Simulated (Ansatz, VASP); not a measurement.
# Li2S in VASP and in Ansatz

```
Li S
1.0
     0.00000    2.82731    2.82731
     2.82731    0.00000    2.82731
     2.82731    2.82731    0.00000
Li S
2 1
Direct
  0.25000 0.25000 0.25000
  0.75000 0.75000 0.75000
  0.00000 0.00000 0.00000
```

Alike in both runs: functional PBEsol; k mesh 8 × 8 × 8; occupations gaussian, width 0.02 eV; no spin polarisation.

Ansatz relaxed the structure, and its values are those at the end. VASP's run is a single point on that final structure, the one shown.

```csv
,VASP,Ansatz
version,VASP 6.6.1,Ansatz 0.2.0
potentials or method,"VASP PAW PBE potentials, release 64 (Li_sv, S)","scalar-relativistic, plane waves, PAW"
plane-wave cutoff (eV),520,420
valence electrons in the cell,12,12
```

|  | VASP | Ansatz | Ansatz less VASP |
| --- | --- | --- | --- |
| gap on the k mesh at the Fermi level (eV) | 3.20 | 3.20 | +0.001 |
| least direct gap on the mesh (eV) | 4.22 | 4.21 | -0.009 |

The functional is the same, so the differences come from potentials, cutoffs and numerics.

 A k mesh can miss the band edges. Expect the measured gap to be larger: semilocal functionals such as PBEsol lack the derivative discontinuity.
